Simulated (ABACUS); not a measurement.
VO2:

```
V O
1.0
     4.50720    0.00000    0.00000
     0.00000    4.50720    0.00000
     0.00000    0.00000    3.04445
V O
2 4
Direct
  0.50000 0.50000 0.50000
  0.00000 0.00000 0.00000
  0.20036 0.79964 0.50000
  0.79964 0.20036 0.50000
  0.70036 0.70036 0.00000
  0.29964 0.29964 0.00000
```

The cell is a database's computed one.

Program: ABACUS 3.10.1. Alike in all runs: task single point; potentials or basis SG15 ONCV 1.2 PBE, DZP LCAO (the cutoffs set its grid); spin collinear, ferromagnetic start; cell as given; k mesh 6 × 6 × 9; cutoff (eV) 1361; smearing fermi-dirac 0.05 eV.

Order these runs on this cell by their pressure, lowest first.
A. level LDA
B. level PBEsol
C. level PBE
D. level revPBE

A (-19.1 GPa), B (-13.8 GPa), C (-6.8 GPa), D (-3.3 GPa).

Caveats: the atomic orbitals were generated for these runs and aren't a published set; the basis of atomic orbitals isn't converged, which shifts pressures, moduli and gaps; the potentials were made for another functional, which shifts forces and pressure (some runs).
